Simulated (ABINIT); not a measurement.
Crystal: SnO2 (Cassiterite).

```
Sn O
1.0
     4.73800    0.00000    0.00000
     0.00000    4.73800    0.00000
     0.00000    0.00000    3.18650
Sn O
2 4
Cartesian
  2.3690 2.3690 1.5933
  0.0000 0.0000 0.0000
  3.8240 0.9140 1.5933
  3.2830 3.2830 0.0000
  0.9140 3.8240 1.5933
  1.4550 1.4550 0.0000
```

Program: ABINIT 10.8.3 (patched build). Alike in all runs: no spin polarisation; cell as given; smearing fermi-dirac 0.05 eV.

Question: Order these runs on this cell by their band gap on the k mesh, lowest first.
A. level PBE; potentials or basis JTH PAW PBE v2.0; k mesh 5 × 5 × 6; cutoff (eV) 626; fine-grid cutoff 1224.51 eV; mesh quality not flagged
B. level r2SCAN; potentials or basis JTH PAW PBE v2.0; k mesh 5 × 5 × 7; cutoff (eV) 762; fine-grid cutoff 1360.57 eV; mesh quality not flagged
C. level LDA; potentials or basis JTH PAW LDA v2.0; k mesh 2 × 2 × 3; cutoff (eV) 626; fine-grid cutoff 1224.51 eV; mesh quality coarse
D. level TB-mBJ; potentials or basis JTH PAW LDA v2.0; k mesh 5 × 5 × 7; cutoff (eV) 762; fine-grid cutoff 1360.57 eV; mesh quality not flagged

Answer: C (1.11 eV), A (1.28 eV), B (1.96 eV), D (2.96 eV).

Caveats: some runs use coarse meshes; spin-orbit coupling is left out, which moves the levels of the heavy elements; an odd mesh through Γ misses points on the zone boundary, where band edges often lie (some runs); the constant c of TB-mBJ comes from the pseudo density here, which moves gaps by up to 0.3 eV between sets of potentials (some runs).

Not every run made on this cell is shown here.
